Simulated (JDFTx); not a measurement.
Nb:

```
CELL_PARAMETERS angstrom
0.00000 2.11500 2.11500
2.11500 0.00000 2.11500
2.11500 2.11500 0.00000
ATOMIC_POSITIONS crystal
Nb 0.00000 0.00000 0.00000
```

This isn't the form of Nb at room conditions, which is bcc.

```yaml
Program: JDFTx 1.7.0 (patched build)
Task: relaxation of cell and atoms
Functional: SCAN
Potentials_or_basis: SG15-PBE-1.2 with smoothed tails
Cutoff: 1088 eV
Density_cutoff: 4354 eV
k_mesh: 6 × 6 × 6
Occupations: fermi-dirac, width 0.05 eV
Spin: no spin polarisation
```

At the start: pressure -3.0 GPa; volume 18.92 Å³/atom.

Task: How do energy, volume and symmetry change on relaxing?

Result: Over 5 steps the energy falls by 3.5 meV/atom and the volume is 18.56 Å³/atom (-1.9 %); space group Fm-3m (No. 225, to 0.05 Å).

The path:
```
step  energy change (eV)  largest force (eV/Å)  pressure (GPa)  volume (Å³)
   1              0.0000                0.0000           -3.04        18.92
   2             -0.0015                0.0000           -2.32        18.83
   3             -0.0035                0.0000           -0.04        18.57
   4             -0.0035                0.0000            0.00        18.56
   5             -0.0035                0.0000            0.01        18.56
```

Final structure:
```
Nb
1.0
     0.00000    2.10145    2.10145
     2.10145    0.00000    2.10145
     2.10145    2.10145    0.00000
Nb
1
Direct
  0.00000 0.00000 0.00000
```

Caveat: the k mesh is coarse (spacing up to 0.43 Å⁻¹), so the values aren't converged; meta-GGA forces are noisy on this grid; the potentials were made for another functional, which shifts forces and pressure.
